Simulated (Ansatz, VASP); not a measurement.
**AlN in two plane-wave programs**

Aim: how closely do two programs agree when they are given the same cell, functional and k mesh? The cell is taken from a series of VASP runs on this material, whose earlier steps may have relaxed, scaled or displaced it; both programs get it as it stands.

Calculated with Ansatz 0.2.0; plane waves, with VASP 6.6.1 beside it; relaxation of cell and atoms at LDA.

### Step 1. The structure

Symmetry: P6_3mc, No. 186, hexagonal system. The conventional cell has a = 3.091 Å, b = 3.091 Å, c = 5.048 Å, α = 90.00°, β = 90.00°, γ = 120.00°. Al has 4 N at 1.88 to 1.93 Å nearest. Nearest to N lie 4 Al at 1.88 to 1.93 Å. Farther neighbours and most contacts between anions are not listed.

### Step 2. Ansatz: relaxation of cell and atoms, LDA

Ansatz runs on its default PAW (the set named soft_2) files.

The relaxed volume is the usual yardstick between codes: its relative difference is about their pressure difference at one cell divided by the bulk modulus.

File input.yaml:

```yaml
crystal:
  lattice:
    - [3.0912359556, 0.0, 0.0]
    - [-1.5456179778, 2.6770888676, 0.0]
    - [0.0, 0.0, 5.0477144085]
  atoms:
    - { symbol: Al, position: [0.33333333, 0.66666667, 0.0] }
    - { symbol: Al, position: [0.66666667, 0.33333333, 0.5] }
    - { symbol: "N", position: [0.33333333, 0.66666667, 0.382] }
    - { symbol: "N", position: [0.66666667, 0.33333333, 0.882] }
hamiltonian:
  xc: lda
  pseudopotentials: { kind: paw }
kpoints:
  mp_grid: { grid: [9, 9, 4] }
scf:
  occupations: { method: gaussian, width: 0.03 }
relax:
  f_tol: 0.01
  max_steps: 60
  cell: { stress_tol: 0.05 }
output:
  forces: true
  stress: true
  write_density: true
  write_potential: true
  elf: true
  volumetric_format: npy
```

Launch:

```console
$ ansatz run input.yaml --threads 4 --pin off --max-ram 9216MiB --backend cpu --events-out ev --progress --plain --runs-dir out
```

Numbers of over 12 decimals in the logs are rounded to 6 here.

Output:

```text
Engine: ansatz 0.2.0, aarch64-unknown-linux-gnu
Pseudopotentials: kind: paw
Pseudopotential: Al, paw, valence charge 3, recommended cutoff 420 eV (normal), Al.paw.azcp
Pseudopotential: N, paw, valence charge 5, recommended cutoff 420 eV (normal), N.paw.azcp
Functional definition: SPW92
  exchange = slater_x
  correlation = pw_c
Crystal: 4 atoms, lattice volume = 41.772 Å³
Basis set: ecut = 420 eV, 785 PW (Γ)
Bands: 12, of which v1, the nominal top of the filled ones, is band 8 counted from 1 (7 counted from 0)
Symmetry: 12 space group operations
Space group: P63mc (ITA 186), of the structure as read, at distance tolerance 3.5e-5 Å
k-points: 36 of 324 (time reversal used)
Non-local potential: Al, projectors of the file, l = 0: 2, l = 1: 2, l = 2: 1
Non-local potential: N, projectors of the file, l = 0: 2, l = 1: 2, l = 2: 1
PAW form: soft (Blöchl's): semilocal exchange-correlation on the pseudo side does not see the compensation charge
PAW frozen core: Al, regenerated for the run's functional, and the local potential with it (the file was generated under x = pbe(κ = 0.804, μ = 0.219515), c = pbe(β = 0.066725))
PAW frozen core: N, regenerated for the run's functional, and the local potential with it (the file was generated under x = pbe(κ = 0.804, μ = 0.219515), c = pbe(β = 0.066725))
PAW one-centre angular grid: Al, 110 points (default); XC on 64 Gauss nodes
PAW one-centre angular grid: N, 110 points (default); XC on 64 Gauss nodes
Initial density: superposition of atomic densities (neutral atoms: chi_scale 0, normalization atom), corrected by the library's trained network
Initial wavefunctions: pseudopotential atomic-orbital guess
Functional: x = slater, c = lda
SCF iter   1: F=—  HF=-1779.701237 eV  |F-HF|=—  |Δ(HF+E_count)|=         —  Δρ=9.34e-3  dr2=4.20e-2  ethr=1.77e-3  ⟨swp⟩=5.9  Hψ=2875  notcnv=0
preconditioner: auto → none  [insulator: Δε(μ)=4.181 eV  Ē_g=12.903 eV  σ=0.030 eV  W_gap=1.00  n_scr=2 (ndim 8)  ℏωp=23.0 eV  f_vac=0.000  D(μ)=0.00/eV (n_scr^D=0)  ε∞_Penn≈4.2]
SCF iter   2: F=—  HF=-1779.688866 eV  |F-HF|=—  |Δ(HF+E_count)|=   1.24e-2  Δρ=2.49e-3  dr2=1.39e-3  ethr=2.62e-4  ⟨swp⟩=3.0  Hψ=1045  notcnv=0
SCF iter   3: F=—  HF=-1779.688332 eV  |F-HF|=—  |Δ(HF+E_count)|=   5.34e-4  Δρ=8.53e-4  dr2=1.34e-4  ethr=8.69e-6  ⟨swp⟩=1.4  Hψ=495  notcnv=0
SCF iter   4: F=—  HF=-1779.688273 eV  |F-HF|=—  |Δ(HF+E_count)|=   5.92e-5  Δρ=2.56e-5  dr2=1.28e-7  ethr=8.35e-7  ⟨swp⟩=2.0  Hψ=680  notcnv=0
SCF iter   5: F=—  HF=-1779.688276 eV  |F-HF|=—  |Δ(HF+E_count)|=   3.09e-6  Δρ=5.57e-6  dr2=8.17e-9  ethr=7.99e-10  ⟨swp⟩=2.0  Hψ=719  notcnv=0
SCF iter   6: F=-1779.688276 eV  HF=-1779.688276 eV  |F-HF|=1.16e-11  |Δ(HF+E_count)|=   2.43e-9  Δρ=5.94e-7  dr2=8.05e-11  ethr=5.10e-11  ⟨swp⟩=4.5  Hψ=2094  notcnv=0
SCF 1 converged in 6 iterations: F = -1779.688276 eV  dr2 = 8.05e-11
  greatest PAW one-centre occupation: 0.781 electrons in one spin orbital (limit 2), on the N atom at site 3 (counted from 0), in its partial waves of l = 0
relax step   1: F+E_penalty+E_count = -1779.68827612 eV  Δ(F+E_penalty+E_count) = +0.000e0 eV  max|allowed force component| = 2.110e-1 eV/Å  Δτ_max = 0.0000 Å  P = -4.265 GPa  Ω = 41.772 Å³  (6 SCF iters, dr2 threshold 1.00e-7 eV, accepted)
[... from here on, the SCF cycles and remarks between the steps are left out ...]
relax step   2: F+E_penalty+E_count = -1779.70978699 eV  Δ(F+E_penalty+E_count) = -2.151e-2 eV  max|allowed force component| = 1.680e-1 eV/Å  Δτ_max = 0.0042 Å  P = -2.151 GPa  Ω = 41.296 Å³  energy of the carried Pulay correction = +1.970e-3 eV  (6 SCF iters, dr2 threshold 4.00e-7 eV, accepted)
relax step   3: F+E_penalty+E_count = -1779.71705039 eV  Δ(F+E_penalty+E_count) = -7.263e-3 eV  max|allowed force component| = 6.575e-2 eV/Å  Δτ_max = 0.0012 Å  P = +0.165 GPa  Ω = 40.831 Å³  energy of the carried Pulay correction = +3.913e-3 eV  (6 SCF iters, dr2 threshold 4.00e-7 eV, accepted)
relax step   4: F+E_penalty+E_count = -1779.71727626 eV  Δ(F+E_penalty+E_count) = -2.259e-4 eV  max|allowed force component| = 2.932e-2 eV/Å  Δτ_max = 0.0017 Å  P = +0.072 GPa  Ω = 40.852 Å³  energy of the carried Pulay correction = +3.828e-3 eV  (6 SCF iters, dr2 threshold 2.70e-7 eV, accepted)
relax step   5: F+E_penalty+E_count = -1779.71730087 eV  Δ(F+E_penalty+E_count) = -2.461e-5 eV  max|allowed force component| = 2.139e-4 eV/Å  Δτ_max = 0.0017 Å  P = -0.000 GPa  Ω = 40.869 Å³  energy of the carried Pulay correction = +3.754e-3 eV  (6 SCF iters, accepted)
relax step   6: F+E_penalty+E_count = -1779.71402986 eV  Δ(F+E_penalty+E_count) = +3.271e-3 eV  max|allowed force component| = 1.764e-4 eV/Å  Δτ_max = 0.0000 Å  P = -0.137 GPa  Ω = 40.869 Å³  stress off target by 2.30e-1 GPa  SCF on the basis re-selected at this cell (its energy is not comparable with the rows above)  (6 SCF iters)
relax step   7: F+E_penalty+E_count = -1779.71415927 eV  Δ(F+E_penalty+E_count) = -1.294e-4 eV  max|allowed force component| = 5.648e-5 eV/Å  Δτ_max = 0.0003 Å  P = -0.003 GPa  Ω = 40.842 Å³  energy of the carried Pulay correction = +1.116e-4 eV  (6 SCF iters, dr2 threshold 1.32e-7 eV, accepted)
relax step   8: F+E_penalty+E_count = -1779.71410902 eV  Δ(F+E_penalty+E_count) = +5.024e-5 eV  max|allowed force component| = 1.612e-5 eV/Å  Δτ_max = 0.0000 Å  P = -0.005 GPa  Ω = 40.842 Å³  stress off target by 7.48e-3 GPa  SCF on the basis re-selected at this cell (its energy is not comparable with the rows above)  (7 SCF iters)
basis re-selected at this cell: Δ(F+E_penalty+E_count) = +5.024e-5 eV, ΔP = -0.002 GPa vs the last step (what re-selecting the basis moved, of the pressure what is left beyond the Pulay correction that the steps carried, after the strain that the cell walked since its last selection, with what the two solves' SCF thresholds leave and, on support functions, any second-order correction that the steps lacked; it is no m [...]
SCF converged after 7 iterations
Free energy (F): -1779.714109 eV
Harris-Foulkes:  -1779.714109 eV  (|F-HF|=0.00e0)
Internal energy: -1779.714109 eV  (E = F + TS)
E sigma→0 (E₀):  -1779.714109 eV
Fermi energy:    9.310240 eV
--- Per-component energies (eV) ---
  E_band       = 29.473252
  E_kinetic    = 319.540837
  E_local      = -445.258573  (includes V_loc(G=0)·N_el)
  E_nonlocal   = 115.275639
  E_hartree    = 152.624830
  E_xc         = -201.678403
  E_vxc        = -215.784325  (∫ρ·V_xc dr)
  E_paw        = -1124.218807  (= ΣΔE_a)
  E_vpaw       = -49.550167  (= ΣTr[D̂ρ^β])
  E_aug_tail   = 0.000182  (compensation charges beyond the density's cutoff)
  E_ewald      = -596.271335
  E_core_change = 0.271521  (= ΣΔE_core)
  E_smearing   = -0.000000  (= −TS)
  E_closure    = 0.000000  (closes the sum)
  Σ components = -1779.714109   (vs F -1779.714109, Δ=0.00e0)
--- Forces (eV/Å), atoms counted from 1 ---
  atom   1  Al     0.00000000     0.00000000     0.00001808
  atom   2  Al     0.00000000    -0.00000000     0.00001808
  atom   3  N     -0.00000000    -0.00000000    -0.00001415
  atom   4  N      0.00000000     0.00000000    -0.00001415
  max |Σ_I F_I| component: 7.86e-6 eV/Å
--- Stress (GPa, compression-positive) ---
       -0.004075       0.000000       0.000000
        0.000000      -0.004075       0.000000
        0.000000       0.000000      -0.007481
  P = ⅓ Tr σ = -0.0052 GPa (-0.052 kbar)
--- Band table (eV; the first three rows and the last of 36) ---
  k-point 0: bands = [... 4 lower, 6.2152, 6.8738, 6.8738, 7.1020, 11.5185, 13.8383, 17.7584, 18.2128]
  k-point 1: bands = [... 4 lower, 6.3064, 6.3064, 6.7720, 6.7720, 12.4483, 13.9744, 17.4140, 18.1822]
  k-point 2: bands = [... 4 lower, 6.5339, 6.5339, 6.5339, 6.5339, 13.7091, 13.7091, 17.4370, 17.4370]
  k-point 35: bands = [... 4 lower, 3.1180, 3.1180, 6.2952, 6.2952, 14.4629, 14.4629, 14.9358, 14.9358]
--- Relaxed structure (6 steps of the walk, 6 accepted, 2 SCFs on fresh bases) ---
  F+E_penalty+E_count = -1779.71410902 eV   max|allowed force component| = 1.612e-5 eV/Å   (the final SCF, on the basis selected at the relaxed cell)
  cell:  # Å, volume = 40.8425 Å³
    - [3.088760, 0, 1.2295195775141083e-18]
    - [-1.544380, 2.674944, -6.147597887570549e-19]
    - [2.0076965249438873e-18, 0, 4.943256]
  atoms:
    - { symbol: Al, position: [0.333333, 0.666667, 7.902062395500794e-6] }
    - { symbol: Al, position: [0.666667, 0.333333, 0.500008] }
    - { symbol: N, position: [0.333333, 0.666667, 0.381992] }
    - { symbol: N, position: [0.666667, 0.333333, 0.881992] }
```

It took 7.5 s on 4 threads of Arm Neoverse N1, shared host; peak memory 0.33 GiB.

### Step 3. VASP: relaxation of cell and atoms, LDA

The same cell, functional (in two slightly different forms), mesh and smearing now go to VASP, with its own data sets and cutoff.

Lines of VASP's logs that name or quote its potential files are left out, and so is its time.

File INCAR:

```
SYSTEM = AlN
PREC = Accurate
ENCUT = 560
EDIFF = 1E-07
NELM = 100
ISMEAR = 0
SIGMA = 0.03
LREAL = .FALSE.
ALGO = Normal
GGA = CA
NBANDS = 14
LORBIT = 11
LWAVE = .FALSE.
LCHARG = .FALSE.
KPAR = 8
IBRION = 2
NSW = 50
ISIF = 3
EDIFFG = -0.003
```

File POSCAR:

```
AlN
1.0
    3.0912359556      0.0000000000      0.0000000000
   -1.5456179778      2.6770888676      0.0000000000
    0.0000000000      0.0000000000      5.0477144085
Al N
2 2
Direct
    0.3333333300      0.6666666700      0.0000000000
    0.6666666700      0.3333333300      0.5000000000
    0.3333333300      0.6666666700      0.3820000000
    0.6666666700      0.3333333300      0.8820000000
```

File KPOINTS:

```
Automatic mesh
0
Gamma
9 9 4
0 0 0
```

Potentials, in the order of the species: Al and N (LDA family, release 64).

Launch:

```console
$ mpirun -np 8 vasp_std
```

Output:

```text
[banner, memory and clock lines left out]
running    8 mpi-ranks, on    1 nodes
 distrk:  each k-point on    1 cores,    8 groups
 distr:  one band on    1 cores,    1 groups

 POSCAR found type information on POSCAR AlN
 POSCAR found :  2 types and       4 ions
|                                                                             |
|           W    W    AA    RRRRR   N    N  II  N    N   GGGG   !!!           |
|           W    W   A  A   R    R  NN   N  II  NN   N  G    G  !!!           |
|           W    W  A    A  R    R  N N  N  II  N N  N  G       !!!           |
|           W WW W  AAAAAA  RRRRR   N  N N  II  N  N N  G  GGG   !            |
|           WW  WW  A    A  R   R   N   NN  II  N   NN  G    G                |
|           W    W  A    A  R    R  N    N  II  N    N   GGGG   !!!           |
|                                                                             |
|     For optimal performance we recommend to set                             |
|       NCORE = 2 up to number-of-cores-per-socket                            |
|     NCORE specifies how many cores store one orbital (NPAR=cpu/NCORE).      |
|     This setting can greatly improve the performance of VASP for DFT.       |
|     The default, NCORE=1 might be grossly inefficient on modern             |
|     multi-core architectures or massively parallel machines. Do your        |
|     Unfortunately you need to use the default for GW and RPA                |
|     calculations (for HF NCORE is supported but not extensively tested      |
|     yet).                                                                   |
|                                                                             |

 LDA part: xc-table for (Slater(with rela. corr.)+CA(PZ))
 , standard interpolation
 POSCAR, INCAR and KPOINTS ok, starting setup
 FFT: planning ... GRIDC
 FFT: planning ... GRID_SOFT
 FFT: planning ... GRID
 WAVECAR not read
 entering main loop
       N       E                     dE             d eps       ncg     rms          rms(c)
DAV:   1     0.442063014779E+02    0.44206E+02   -0.78288E+03  1008   0.109E+03
DAV:   2    -0.342480461727E+02   -0.78454E+02   -0.71931E+02  1444   0.195E+02
DAV:   3    -0.378517795702E+02   -0.36037E+01   -0.35869E+01  1380   0.434E+01
DAV:   4    -0.378742538953E+02   -0.22474E-01   -0.22472E-01  1092   0.416E+00
DAV:   5    -0.378744844227E+02   -0.23053E-03   -0.23052E-03  1368   0.413E-01    0.122E+01
DAV:   6    -0.329271186941E+02    0.49474E+01   -0.14116E+01  1152   0.274E+01    0.439E+00
DAV:   7    -0.328786010313E+02    0.48518E-01   -0.59991E-01  1182   0.530E+00    0.278E+00
DAV:   8    -0.328225044283E+02    0.56097E-01   -0.76950E-02  1164   0.253E+00    0.372E-01
DAV:   9    -0.328184532649E+02    0.40512E-02   -0.95539E-03  1338   0.698E-01    0.216E-01
DAV:  10    -0.328186229331E+02   -0.16967E-03   -0.82753E-04  1110   0.192E-01    0.101E-01
DAV:  11    -0.328185714860E+02    0.51447E-04   -0.11710E-04  1266   0.851E-02    0.185E-02
DAV:  12    -0.328185713579E+02    0.12807E-06   -0.23324E-06  1242   0.119E-02    0.542E-03
DAV:  13    -0.328185711791E+02    0.17878E-06   -0.97001E-07  1302   0.745E-03    0.435E-04
DAV:  14    -0.328185711981E+02   -0.18999E-07   -0.17083E-08   672   0.114E-03
   1 F= -.32818571E+02 E0= -.32818571E+02  d E =-.328186E+02
[... from here on, the cycles between the ionic steps are left out ...]
   2 F= -.32825736E+02 E0= -.32825736E+02  d E =-.716495E-02
   3 F= -.32840331E+02 E0= -.32840331E+02  d E =-.217598E-01
   4 F= -.32840327E+02 E0= -.32840327E+02  d E =-.217558E-01
   5 F= -.32841401E+02 E0= -.32841401E+02  d E =-.107372E-02
   6 F= -.32841678E+02 E0= -.32841678E+02  d E =-.135136E-02
   7 F= -.32841679E+02 E0= -.32841679E+02  d E =-.135207E-02
   8 F= -.32841674E+02 E0= -.32841674E+02  d E =0.535980E-05
 trial-energy change:    0.000005  1 .order    0.000005   -0.000065    0.000075
 step:   0.4955(harm=  0.4955)  dis= 0.00030  next Energy=   -32.841694 (dE=-0.150E-04)
 bond charge predicted
       N       E                     dE             d eps       ncg     rms          rms(c)
DAV:   1    -0.328417076775E+02   -0.33962E-04   -0.16042E-03  1038   0.329E-01    0.230E-02
DAV:   2    -0.328416967378E+02    0.10940E-04   -0.45699E-05  1284   0.546E-02    0.103E-02
DAV:   3    -0.328416942732E+02    0.24646E-05   -0.33137E-06  1176   0.152E-02    0.383E-03
DAV:   4    -0.328416938459E+02    0.42734E-06   -0.81032E-07  1254   0.735E-03    0.965E-04
DAV:   5    -0.328416938283E+02    0.17588E-07   -0.68141E-08   612   0.219E-03
   9 F= -.32841694E+02 E0= -.32841694E+02  d E =-.147891E-04
 curvature:  -0.25 expect dE=-0.139E-07 dE for cont linesearch -0.150E-08
 trial: gam=-0.00872 g(F)=  0.147E-09 g(S)=  0.549E-07 ort = 0.604E-06 (trialstep = 0.954E+00)
 search vector abs. value=  0.493E-07
 reached required accuracy - stopping structural energy minimisation
```

[end of part 1 of 2]

[Lines on the potential files, build, host, timing and source positions are cut from VASP's logs without a mark.]

[Logs are printed without paths, hosts, clocks, repeated set-up lines and the standing remarks that a program may print on its own settings, such as how far it seeks lower states.]

[Hosts, paths, dates, database ids (printed as entryN), source tags and the programs' standing remarks are cut or masked in the printed files.]
